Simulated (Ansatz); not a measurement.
# Ge: equation of state with PBE+D4

Ge:

```
Ge
1.0
     0.00000    2.82891    2.82891
     2.82891    0.00000    2.82891
     2.82891    2.82891    0.00000
Ge
2
Direct
  0.75000 0.75000 0.75000
  0.50000 0.50000 0.50000
```

```
Program             : Ansatz 0.2.0
Task                : equation of state
Functional          : PBE
Dispersion          : D4
Potentials or basis : all-electron LAPW, scalar-relativistic
Basis error allowed : 0.001 eV/atom
k mesh              : 8 × 8 × 8
Occupations         : fermi-dirac, width 0.1 eV
Spin                : collinear spin, ferromagnetic start
Starting moments    : [1.0, 0.0] μB
Fixed moment        : 1 μB
```

The equilibrium volume is 25.08 Å³/atom (rough: see the caveat) and the bulk modulus is 47 GPa (rough).

Energy against volume, from the lowest point:
| volume (Å³/atom) | energy (meV/atom) |
| --- | --- |
| 21.281 | 104.52 |
| 21.733 | 76.30 |
| 22.186 | 52.99 |
| 22.639 | 34.09 |
| 23.092 | 19.20 |
| 23.545 | 7.95 |
| 23.997 | 0.00 |

All runs of the series together: 2.8 min on 1 thread of Intel(R) Xeon(R) Platinum 8488C (Sapphire Rapids) (shared host).

Caveat: the minimum lies outside the volumes run; the total moment is fixed, so each spin has its own Fermi level.
